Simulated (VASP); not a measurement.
# Bi (R-3m) in VASP: a series of runs

One crystal, Bi, is run at these levels: PBE+D3(BJ), LDA; tasks: relaxation of cell and atoms.

Program: VASP 6.6.1. These are calculated values, not measurements. Logs are shortened: lines on timing, memory, paths and dates and some standing lists are left out, and cuts for length are marked.

## (1) Starting point

Symmetry: R-3m, No. 166, trigonal system. Conventional cell: a = 4.533 Å, b = 4.533 Å, c = 11.651 Å, α = 90.00°, β = 90.00°, γ = 120.00°. Bi (site symmetry 3m) has 6 Bi at 3.09 to 3.45 Å as nearest neighbours.

## (2) Relaxation of cell and atoms, PBE+D3(BJ)

INCAR

```
SYSTEM = Bi
PREC = Accurate
ENCUT = 600
EDIFF = 1E-7
ISMEAR = 1
SIGMA = 0.1
LREAL = .FALSE.
LASPH = .TRUE.
NELM = 80
ALGO = Normal
ISIF = 3
LWAVE = .FALSE.
LCHARG = .FALSE.
GGA = PE
IVDW = 12
IBRION = 2
NSW = 90
EDIFFG = -0.005
```

KPOINTS

```
regular mesh
0
G
  10 10 10
  0 0 0
```

POSCAR

```
Bi                                      
1.0
    2.2662691071      1.3084310790      3.8835025606
   -2.2662691071      1.3084310790      3.8835025606
   -0.0000000000     -2.6168621581      3.8835025606
  Bi            
     2
Direct
     0.2371405798111193    0.2371405798111193    0.2371405798111193
     0.7628594201888809    0.7628594201888809    0.7628594201888809
```

Potentials or basis: VASP PAW PBE potentials, release 64 (Bi_d).

On the command line:

```sh
$ cat potpaw_PBE.64/Bi_d/POTCAR > POTCAR
$ mpirun -np 1 vasp_std > vasp.out
```

OUTCAR:

```text
SYSTEM = Bi
   PREC = Accurate
   ENCUT = 600
   EDIFF = 1E-7
   ISMEAR = 1
   LREAL = .FALSE.
   LASPH = .TRUE.
   NELM = 80
   ISIF = 3
   GGA = PE
   IVDW = 12
   IBRION = 2
   NSW = 90
   EDIFFG = -0.005
 IVDW          = 12

 ion  position               nearest neighbor table
   1  0.237  0.237  0.237-   2 3.09   2 3.09   2 3.09   2 3.45   2 3.45   2 3.45
   2  0.763  0.763  0.763-   1 3.09   1 3.09   1 3.09   1 3.45   1 3.45   1 3.45

  LATTYP: Found a trigonal (rhomboedric) cell.
 ALAT       =     4.6829007776
 COS(alpha) =     0.5315933619

  Lattice vectors:

 A1 = (   2.2662691071,   1.3084310790,   3.8835025606)
 A2 = (  -2.2662691071,   1.3084310790,   3.8835025606)
 A3 = (   0.0000000000,  -2.6168621581,   3.8835025606)

Analysis of symmetry for initial positions (statically):
=====================================================================
 Subroutine PRICEL returns:
 Original cell was already a primitive cell.

 Routine SETGRP: Setting up the symmetry group for a
 trigonal (rhombohedral) supercell.

 Subroutine GETGRP returns: Found 12 space group operations
 (whereof 12 operations were pure point group operations)
 out of a pool of 12 trial point group operations.

The static configuration has the point symmetry D_3d.

Analysis of symmetry for dynamics (positions and initial velocities):
=====================================================================
 Subroutine PRICEL returns:
 Original cell was already a primitive cell.

 Routine SETGRP: Setting up the symmetry group for a
 trigonal (rhombohedral) supercell.

 Subroutine GETGRP returns: Found 12 space group operations
 (whereof 12 operations were pure point group operations)
 out of a pool of 12 trial point group operations.

The dynamic configuration has the point symmetry D_3d.

 Subroutine INISYM returns: Found 12 space group operations
 (whereof 12 operations are pure point group operations),
 and found     1 'primitive' translations

----------------------------------------------------------------------------------------

                                     Primitive cell

  volume of cell :      69.0935

  direct lattice vectors                    reciprocal lattice vectors
     2.266269107  1.308431079  3.883502561     0.220626932  0.127379019  0.085833169
    -2.266269107  1.308431079  3.883502561    -0.220626932  0.127379019  0.085833169
     0.000000000 -2.616862158  3.883502561     0.000000000 -0.254758037  0.085833169

  length of vectors
     4.682900778  4.682900778  4.682900778     0.268828924  0.268828924  0.268828924

  position of ions in fractional coordinates (direct lattice)
[... 66 lines left out ...]
   ions per type =               2
   NGX,Y,Z   is equivalent  to a cutoff of  14.20, 14.20, 14.20 a.u.
   NGXF,Y,Z  is equivalent  to a cutoff of  28.40, 28.40, 28.40 a.u.
 SYSTEM =  Bi
   PREC   = accura    normal or accurate (medium, high low for compatibility)
   ISTART =      0    job   : 0-new  1-cont  2-samecut
   ICHARG =      2    charge: 1-file 2-atom 10-const
   ISPIN  =      1    spin polarized calculation?
   LNONCOLLINEAR =      F non collinear calculations
   LSORBIT =      F    spin-orbit coupling
   LASPH  =      T    aspherical Exc in radial PAW
   ENCUT  =  600.0 eV  44.10 Ry    6.64 a.u.   9.35  9.35  9.35*2*pi/ulx,y,z
   NELM   =     80;   NELMIN=  2; NELMDL= -5     # of ELM steps
   EDIFF  = 0.1E-06   stopping-criterion for ELM
   LREAL  =      F    real-space projection
   EDIFFG = -.5E-02   stopping-criterion for IOM
   NSW    =     90    number of steps for IOM
   IBRION =      2    ionic relax: 0-MD 1-quasi-New 2-CG
   NFREE  =      1    steps in history (QN), initial steepest desc. (CG)
   ISIF   =      3    stress and relaxation
   ISYM   =      2    0-nonsym 1-usesym 2-fastsym
   POTIM  = 0.5000    time-step for ionic-motion
   TEBEG  =    0.0;   TEEND  =   0.0 temperature during run
   PSTRESS=    0.0 pullay stress
   NELECT =      30.0000    total number of electrons
   NUPDOWN=      -1.0000    fix difference up-down
   EMIN   =  10.00;   EMAX   =-10.00  energy-range for DOS
   EFERMI =   0.00;   METHOD = LEGACY
   ISMEAR =     1;   SIGMA  =   0.10  broadening in eV -4-tet -1-fermi 0-gaus
   EFERMI_NEDOS =   21; number of points for ismear=-14 and -15
   IALGO  =     38    algorithm
   IMIX   =      4    mixing-type and parameters
     AMIX     =   0.40;   BMIX     =  1.00
     AMIX_MAG =   1.60;   BMIX_MAG =  1.00
  volume/ion in A,a.u.               =      34.55       233.13
  Fermi-wavevector in a.u.,A,eV,Ry     =   1.239661  2.342619 20.908873  1.536759
  Thomas-Fermi vector in A             =   2.374135
   LORBIT       =      0    0 simple, 1 ext, 2 COOP (PROOUT), +10 PAW based schemes
   GGA     = PE    functional components
   LHFCALC =     F    Hartree Fock is set to
   AEXX    =    0.0000 exact exchange contribution
   IVDW    =    12    specifies the selected vdW correction
   LEPSILON=     F    determine dielectric tensor
   LRPA    =     F    only Hartree local field effects (RPA)
 conjugate gradient relaxation of ions
 non-spin polarized calculation
 Methfessel and Paxton  Order N= 1 SIGMA  =   0.10
  energy-cutoff  :      600.00
  volume of cell :       69.09
 maximum number of plane-waves:      2322
 NGX is ok and might be reduce to    40
   NGX = 19   NGY = 19   NGZ = 19

--------------------------------------- Ionic step        1  -------------------------------------------

 number of electron      30.0000004 magnetization

 Free energy of the ion-electron system (eV)
  ---------------------------------------------------
  ext. energy  EPLUGINS =         0.00000000
  ---------------------------------------------------
  free energy    TOTEN  =        -7.74806881 eV

  energy without entropy =       -7.74822759  energy(sigma->0) =       -7.74812173

------------------------ aborting loop because EDIFF is reached ----------------------------------------

 Edisp (eV)   -0.92445

 E8    (eV) :    -0.4593
[... 71 lines left out ...]
--------------------------------------- Ionic step        3  -------------------------------------------

 number of electron      30.0000004 magnetization

 Free energy of the ion-electron system (eV)
  ---------------------------------------------------
  ext. energy  EPLUGINS =         0.00000000
  ---------------------------------------------------
  free energy    TOTEN  =        -7.74830709 eV

  energy without entropy =       -7.74847942  energy(sigma->0) =       -7.74836453

 E-fermi :   6.4729     XC(G=0):  -9.6270

 val. band max:        6.4575226572   @ k =  -0.4000   0.5000   0.4000
 cond. band min:       6.5761215932   @ k =   0.4000   0.1000   0.1000
 fundamental gap:      0.1185989360
 Fermi energy:         6.4729011673

 k-point     1 :       0.0000    0.0000    0.0000
  band No.  band energies     occupation
      1     -16.4116      2.00000
      2     -16.4116      2.00000
      3     -16.2582      2.00000
      4     -16.2582      2.00000
      5     -16.2483      2.00000
      6     -16.0711      2.00000
[... 505 lines left out ...]
      6     -16.1395      2.00000
[... 11 lines left out ...]
     18      10.7740      0.00000
     19      11.2120      0.00000

 [... further k-points ...]

------------------------ aborting loop because EDIFF is reached ----------------------------------------

 Edisp (eV)   -0.92424

 E8    (eV) :    -0.4592
[... 25 lines left out ...]
  FREE ENERGIE OF THE ION-ELECTRON SYSTEM (eV)
  ---------------------------------------------------
  free  energy   TOTEN  =        -8.6725452604 eV

  energy  without entropy=       -8.6727175950  energy(sigma->0) =       -8.67260271

 reached required accuracy - stopping structural energy minimisation
```

OSZICAR:

```text
N       E                     dE             d eps       ncg     rms          rms(c)
DAV:   1     0.305914567955E+03    0.30591E+03   -0.17989E+04  4408   0.210E+03
DAV:   2     0.172085889643E+02   -0.28871E+03   -0.28432E+03  4423   0.482E+02
DAV:   3    -0.684836006925E+01   -0.24057E+02   -0.23534E+02  5129   0.160E+02
[... 21 lines left out ...]
DAV:   2    -0.774835343904E+01    0.60473E-04   -0.40475E-04  6531   0.323E-01    0.366E-02
DAV:   3    -0.774830468258E+01    0.48756E-04   -0.77396E-05  6064   0.187E-01    0.355E-03
DAV:   4    -0.774830738898E+01   -0.27064E-05   -0.31958E-05  4732   0.709E-02    0.255E-03
DAV:   5    -0.774830721993E+01    0.16905E-06   -0.10020E-06  5555   0.114E-02    0.146E-03
DAV:   6    -0.774830707872E+01    0.14120E-06   -0.52064E-08  2294   0.524E-03    0.272E-04
DAV:   7    -0.774830708663E+01   -0.79053E-08   -0.27582E-08  2237   0.183E-03
   3 F= -.86725453E+01 E0= -.86726027E+01  d E =-.308635E-04
```

CONTCAR:

```text
Bi
   1.00000000000000
     2.2678634807973066    1.3093515910833298    3.8789517095248836
    -2.2678634807973066    1.3093515910833298    3.8789517095248836
     0.0000000000000000   -2.6187031822666125    3.8789517095248440
  Bi
     2
Direct
     0.2370653616959013    0.2370653616959013    0.2370653616959013
     0.7629346383040987    0.7629346383040987    0.7629346383040987

  0.00000000E+00  0.00000000E+00  0.00000000E+00
  0.00000000E+00  0.00000000E+00  0.00000000E+00
```

Wall time 2.3 min (1 thread of Intel Xeon 6975P-C (Granite Rapids), shared host); peak memory 0.36 GiB.

Results:

| Item | Value |
| --- | --- |
| Free energy | -8.6725 eV |
| Relaxed volume | 34.55 Å³/atom |
| Relaxed cell | a = 4.680 Å, b = 4.680 Å, c = 4.680 Å, α = 57.97°, β = 57.97°, γ = 57.97° |
| Space group after relaxing (to 0.05 Å) | R-3m (No. 166) |
| Energy gained by relaxing | 0.0 meV/atom |
| Ionic steps | 3 |
| Pressure after relaxing | 0.0 GPa |
| Band gap on the k mesh | none (metal or under the smearing width) |
| Dispersion energy per atom | -0.462 eV |

Final structure:
```
Bi
1.0
     2.26786    1.30935    3.87895
    -2.26786    1.30935    3.87895
     0.00000   -2.61870    3.87895
Bi
2
Direct
  0.23707 0.23707 0.23707
  0.76293 0.76293 0.76293
```

Caveat: spin-orbit coupling is left out, which moves the levels of the heavy elements; pairwise dispersion overbinds metals, which lowers pressure and volume.

## (3) Relaxation of cell and atoms, LDA

This run uses another cell than the first one, of 35.07 Å³/atom, 1.015 times its volume.

INCAR

```
SYSTEM = Bi
PREC = Accurate
ENCUT = 600
EDIFF = 1E-6
ISMEAR = 1
SIGMA = 0.1
LREAL = .False.
LASPH = .True.
NELM = 80
ALGO = Normal
ISIF = 3
LWAVE = .False.
LCHARG = .False.
GGA = CA
IBRION = 2
NSW = 90
EDIFFG = -0.01
```

KPOINTS

```
regular mesh
0
Gamma
  10 10 10
  0 0 0
```

POSCAR

```
Bi
1.0
    2.2675000000      1.3091417354      3.9380000000
   -2.2675000000      1.3091417354      3.9380000000
    0.0000000000     -2.6182834708      3.9380000000
Bi
2
Direct
    0.2340000000      0.2340000000      0.2340000000
    0.7660000000      0.7660000000      0.7660000000
```

Potentials or basis: VASP PAW LDA potentials, release 64 (Bi_d).

On the command line:

```sh
$ cat potpaw_LDA.64/Bi_d/POTCAR > POTCAR
$ mpirun -np 1 vasp_std > vasp.out
```

OUTCAR:

```text
SYSTEM = Bi
   PREC = Accurate
   ENCUT = 600
   EDIFF = 1E-6
   ISMEAR = 1
   LREAL = .False.
   LASPH = .True.
   NELM = 80
   ISIF = 3
   GGA = CA
   IBRION = 2
   NSW = 90
   EDIFFG = -0.01

 ion  position               nearest neighbor table
   1  0.234  0.234  0.234-   2 3.06   2 3.06   2 3.06   2 3.52   2 3.52   2 3.52
   2  0.766  0.766  0.766-   1 3.06   1 3.06   1 3.06   1 3.52   1 3.52   1 3.52

  LATTYP: Found a trigonal (rhomboedric) cell.
 ALAT       =     4.7289800521
 COS(alpha) =     0.5401781303

  Lattice vectors:

 A1 = (   2.2675000000,   1.3091417354,   3.9380000000)
 A2 = (  -2.2675000000,   1.3091417354,   3.9380000000)
 A3 = (   0.0000000000,  -2.6182834708,   3.9380000000)

Analysis of symmetry for initial positions (statically):
=====================================================================
 Subroutine PRICEL returns:
 Original cell was already a primitive cell.

 Routine SETGRP: Setting up the symmetry group for a
 trigonal (rhombohedral) supercell.

 Subroutine GETGRP returns: Found 12 space group operations
 (whereof 12 operations were pure point group operations)
 out of a pool of 12 trial point group operations.

The static configuration has the point symmetry D_3d.

Analysis of symmetry for dynamics (positions and initial velocities):
=====================================================================
 Subroutine PRICEL returns:
 Original cell was already a primitive cell.

[... 260 lines left out ...]
  free  energy   TOTEN  =        -9.1225296034 eV

  energy  without entropy=       -9.1228725259  energy(sigma->0) =       -9.12264391

 E-fermi :   6.4660     XC(G=0):  -9.9737

 val. band max:        6.3998592924   @ k =   0.4000   0.1000   0.1000
 cond. band min:       6.4747189001   @ k =  -0.4000   0.5000   0.4000
 fundamental gap:      0.0748596077
 Fermi energy:         6.4660248514

 k-point     1 :       0.0000    0.0000    0.0000
  band No.  band energies     occupation
      1     -16.4187      2.00000
      2     -16.4187      2.00000
      3     -16.2477      2.00000
      4     -16.2477      2.00000
      5     -16.2326      2.00000
      6     -16.0393      2.00000
[... 517 lines left out ...]
     18      10.8333      0.00000
     19      11.3323      0.00000

 [... further k-points ...]

[... ionic steps 4 to 7 ...]

--------------------------------------- Ionic step        8  -------------------------------------------

 number of electron      29.9999998 magnetization

------------------------ aborting loop because EDIFF is reached ----------------------------------------
[... 67 lines left out ...]
--------------------------------------- Ionic step       10  -------------------------------------------

 number of electron      29.9999997 magnetization

 Free energy of the ion-electron system (eV)
  ---------------------------------------------------
  ext. energy  EPLUGINS =         0.00000000
  ---------------------------------------------------
  free energy    TOTEN  =        -9.12973985 eV

  energy without entropy =       -9.12992541  energy(sigma->0) =       -9.12980171

 E-fermi :   6.5562     XC(G=0): -10.0228

 val. band max:        6.5385048686   @ k =  -0.4000   0.5000   0.4000
 cond. band min:       6.6826790427   @ k =   0.4000   0.1000   0.1000
 fundamental gap:      0.1441741741
 Fermi energy:         6.5561634585

 k-point     1 :       0.0000    0.0000    0.0000
  band No.  band energies     occupation
      1     -16.3226      2.00000
      2     -16.3226      2.00000
      3     -16.1515      2.00000
      4     -16.1515      2.00000
      5     -16.1400      2.00000
      6     -15.9432      2.00000
[... 548 lines left out ...]
  FREE ENERGIE OF THE ION-ELECTRON SYSTEM (eV)
  ---------------------------------------------------
  free  energy   TOTEN  =        -9.1297398520 eV

  energy  without entropy=       -9.1299254143  energy(sigma->0) =       -9.12980171

 reached required accuracy - stopping structural energy minimisation
```

OSZICAR:

```text
N       E                     dE             d eps       ncg     rms          rms(c)
DAV:   1     0.306398861717E+03    0.30640E+03   -0.17843E+04  4408   0.208E+03
DAV:   2     0.162187905453E+02   -0.29018E+03   -0.28571E+03  4420   0.482E+02
DAV:   3    -0.822326161467E+01   -0.24442E+02   -0.23934E+02  5130   0.161E+02
DAV:   4    -0.909046001231E+01   -0.86720E+00   -0.86527E+00  4893   0.325E+01
[... 77 lines left out ...]
DAV:   2    -0.913026047515E+01    0.21338E-02   -0.47681E-03  4829   0.117E+00    0.121E-01
DAV:   3    -0.912974404612E+01    0.51643E-03   -0.19945E-03  5756   0.709E-01    0.238E-02
DAV:   4    -0.912974087852E+01    0.31676E-05   -0.15283E-04  4820   0.147E-01    0.784E-03
DAV:   5    -0.912974013244E+01    0.74609E-06   -0.17201E-05  5893   0.644E-02    0.448E-03
DAV:   6    -0.912973985201E+01    0.28043E-06   -0.18822E-06  2300   0.286E-02
  10 F= -.91297399E+01 E0= -.91298017E+01  d E =-.976003E-04
```

CONTCAR:

```text
Bi
   1.00000000000000
     2.2490159337820574    1.2984699547930396    3.8334021146814932
    -2.2490159337820574    1.2984699547930396    3.8334021146814932
     0.0000000000000000   -2.5969399095860792    3.8334021146814932
  Bi
     2
Direct
     0.2370939082201554    0.2370939082201554    0.2370939082201554
     0.7629060917798446    0.7629060917798446    0.7629060917798446

  0.00000000E+00  0.00000000E+00  0.00000000E+00
  0.00000000E+00  0.00000000E+00  0.00000000E+00
```

Run time: 7.3 min. Hardware: 1 thread of Intel Xeon 6975P-C (Granite Rapids), shared host; peak memory 0.31 GiB.

What came out:

```yaml
Free_energy: -9.1297 eV
Relaxed_volume: 33.58 Å³/atom
Relaxed_cell: a = 4.630 Å, b = 4.630 Å, c = 4.630 Å, α = 58.12°, β = 58.12°, γ = 58.12°
Space_group_after_relaxing_to_0.05_Å: R-3m (No. 166)
Energy_gained_by_relaxing: 8.3 meV/atom
Ionic_steps: 10
Pressure_after_relaxing: 0.0 GPa
Largest_force_after_relaxing: 0.006 eV/Å
Band_gap_on_the_k_mesh: none (metal or under the smearing width)
```

Forces in eV/Å, atoms in the order of the input:
```
Bi   0.000  0.000  0.006
Bi   0.000  0.000 -0.006
```

Step by step:
| step | energy change (eV) | largest force (eV/Å) | pressure (GPa) | volume (Å³) |
| --- | --- | --- | --- | --- |
| 1 | 0.0000 | 0.0825 | -1.37 | 70.14 |
| 2 | -0.0075 | 0.2521 | 0.80 | 67.14 |
| 3 | -0.0095 | 0.2010 | 0.07 | 68.05 |
| 4 | -0.0127 | 0.1350 | 0.06 | 67.78 |
| 5 | -0.0159 | 0.0046 | 0.09 | 67.21 |
| 6 | -0.0159 | 0.0057 | 0.06 | 67.16 |
| 7 | -0.0165 | 0.0068 | -0.07 | 67.29 |
| 8 | -0.0166 | 0.0084 | -0.13 | 67.34 |
| 9 | -0.0166 | 0.0213 | 0.15 | 67.00 |
| 10 | -0.0167 | 0.0062 | 0.02 | 67.17 |

Final structure:
```yaml
crystal:
  lattice:
    - [2.24902, 1.29847, 3.83340]
    - [-2.24902, 1.29847, 3.83340]
    - [0.00000, -2.59694, 3.83340]
  atoms:
    - { symbol: Bi, position: [0.23709, 0.23709, 0.23709] }
    - { symbol: Bi, position: [0.76291, 0.76291, 0.76291] }
```

Levels at points of the mesh, in eV from the Fermi level:
```csv
k point,band 13,band 14,band 15,band 16,band 17,band 18
"(0.00, 0.00, 0.00)",-1.47,-1.25,-1.25,2.84,3.15,3.15
"(0.50, 0.00, 0.00)",-1.07,-0.98,-0.22,-0.17,0.43,0.82
"(0.50, 0.50, 0.00)",-4.94,-3.15,-3.04,2.49,5.21,5.53
"(0.50, 0.50, 0.50)",-0.78,-0.50,-0.50,0.53,0.53,0.64
```

Caveat: spin-orbit coupling is left out, which moves the levels of the heavy elements. Zero-point motion and thermal expansion aren't in these numbers.
